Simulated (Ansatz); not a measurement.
Cubic perovskite BaSnO3, relaxed in Ansatz (plane waves) with several semilocal functionals. Each gives its own volume and its own bulk modulus:

```json
[
 {"level": "LDA", "V0 (Å³/atom)": "13.613", "bulk modulus (GPa)": "165.6", "ln V0": "2.6110", "ln B0": "5.1096"},
 {"level": "r²SCAN", "V0 (Å³/atom)": "14.102", "bulk modulus (GPa)": "158.1", "ln V0": "2.6463", "ln B0": "5.0632"},
 {"level": "PBE", "V0 (Å³/atom)": "14.565", "bulk modulus (GPa)": "133.4", "ln V0": "2.6786", "ln B0": "4.8934"}
]
```

**Question.** Fit a straight line to ln B0 against ln V0. What does it predict for PBEsol, whose volume is 14.007 Å³/atom?

**Answer.** With x = ln V0 and y = ln B0: means 2.64530 and 5.02207; Σ(Δx Δy) = -0.007246, Σ(Δx²) = 0.002286, so the slope is -3.17. At x = 2.6396 the line gives y = 5.02207 + (-3.17) × (2.6396 − 2.64530) = 5.0401, or 154.5 GPa. The run with PBEsol gives 151.0 GPa, -2.3 % from the line. The rows used scatter about it by up to 4.5 %, while the largest value lies 24 % above the smallest. For comparison, PBE's own equation of state has B′ = 5.3, the slope −d ln B/d ln V at a fixed functional; the two needn't agree, since functionals also differ at one volume.

Ansatz's density-functional and Hartree–Fock values are scalar-relativistic unless marked +SOC, with PAW data made under PBE.

Ansatz is a quantum-chemistry and plane-wave program.
